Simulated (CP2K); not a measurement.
Sn in CP2K: the effect of functional

Sn:

```
CELL_PARAMETERS angstrom
4.57264 0.00000 0.00000
2.28632 3.96002 0.00000
2.28632 1.32001 3.73354
ATOMIC_POSITIONS crystal
Sn 0.75000 0.75000 0.75000
Sn 0.50000 0.50000 0.50000
```

This isn't the form of Sn at room conditions, which is tetragonal (white tin).

Alike in all runs:

| Property | Result |
| --- | --- |
| Program | CP2K 2026.2 |
| Task | band structure |
| Potentials or basis | POTENTIAL_UZH Sn GTH-PBE-q4; TZVP-MOLOPT-PBE-GTH basis |
| Density cutoff | 9184 eV |
| k mesh | 7 × 7 × 7 |
| Occupations | fermi-dirac, width 0.05 eV |
| Spin | no spin polarisation |

| functional | pressure (GPa) |
| --- | --- |
| PBE | 4.2 |
| LDA | 3.9 |
| PBEsol | 3.8 |
| rev-vdW-DF2 | 4.1 |
| BLYP | ? |
| AM05 | 4.0 |
| r2SCAN | 3.5 |

Question: What does the run with functional BLYP give?

Answer: Pressure 5.5 GPa.

Caveats: the basis of atomic orbitals isn't converged, which shifts pressures, moduli and gaps; the potentials were made for another functional, which shifts forces and pressure (some runs).
